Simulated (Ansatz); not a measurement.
**Ge: strain energy, fitted**

Ge, Fd-3m, a = 5.760 Å. Ansatz: PBE, PAW, 420 eV, Γ-centred 14×14×10 mesh on 4 atoms, Gaussian smearing 0.10 eV; no spin polarisation. Series: biaxial strain in the a-b plane, c and atoms relaxed; x is the strain in per cent. The axes a, b, c are those of the computed cell (4.073, 4.073, 5.760 Å), along [1 1 0], [-1 1 0], [0 0 1] of the cell named above. y is the free energy over the unstrained cell, V0 = 23.883 Å³/atom.

```tsv
x (%)	y (meV/atom)
-6.0	72.40
-4.0	?
-2.0	7.43
0.0	0.00
2.0	6.28
4.0	24.07
6.0	51.51
```

Problem. Fit y = c2 x² + c3 x³ to the other rows, turn c2 into a modulus, and predict the missing energy.

Solution. Least squares on the rows shown. y = 1.7189 x² − 0.048609 x³. In eV per unit strain² c2 is 17.19; M is the biaxial modulus (E = M V0 ε²): 17.19 × 160.2 / (23.883) = 115 GPa. The unstrained cell keeps some stress along the strain, worth a slope of -0.15 meV/atom per %, which the form leaves out. At x = -4.0 the fit asked for gives 30.61 meV/atom. The run gave 30.84 meV/atom, so the fit is 0.23 meV/atom too low, within twice the rms miss on the fitted rows (0.20 meV/atom).